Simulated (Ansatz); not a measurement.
# SnTe under changes of volume

One of the cells (47.091 Å³/atom); the others are scaled copies at fixed shape and fractional positions:

```
Te Sn
1.0
     0.00000    3.61115    3.61115
     3.61115    0.00000    3.61115
     3.61115    3.61115    0.00000
Te Sn
1 1
Direct
  0.25000 0.25000 0.25000
  0.00000 0.00000 0.00000
```

Measurements of this composition are mostly on another form, of space group No. 225.

```yaml
Program: Ansatz 0.2.0
Functional: r2SCAN
Potentials_or_basis: Ansatz PAW
Cutoff: "500 eV (not typed: the program's choice for these potentials)"
k_mesh: 7 × 7 × 7
Occupations: fermi-dirac, width 0.05 eV
Spin: no spin polarisation
```

```csv
volume (Å³/atom),energy over the lowest point (meV/atom),pressure (GPa),gap on the mesh (eV)
44.265,6.13,1.1,0.24
45.207,1.31,0.5,0.30
46.149,0.00,-0.1,0.35
47.091,1.88,-0.6,0.40
48.033,?,?,?
48.974,14.01,-1.5,0.50
49.916,23.73,-1.8,0.54
```

Q: What does the run at 48.033 Å³/atom give?

A: Energy over the lowest point 6.64 meV/atom; pressure -1.0 GPa; gap on the mesh 0.45 eV.

Worked out: A Birch-Murnaghan fit of order 3 (a polynomial in V^(-2/3)) to the other rows has its minimum at 46.05 Å³/atom with B0 = V·E''(V) = 27 GPa and B' = 3.9. It gives 6.65 meV/atom at 48.033 Å³/atom, against the run's 6.64, and -dE/dV = -1.0 GPa, against -1.0. A straight line through the other rows of the gap, of slope 2.5 eV per unit of ln V, gives 0.45 eV, against the run's 0.45.

Energies are extrapolated to zero smearing.

Caveats: odd divisions of the mesh miss points on the zone boundary, where band edges often lie, so the gap on the mesh can be too wide; spin-orbit coupling is left out, which moves the levels of the heavy elements; the PAW data sets come from PBE, with cores solved anew for the run's functional, which leaves a small shift of forces and pressure.

A mesh can miss the band edges.
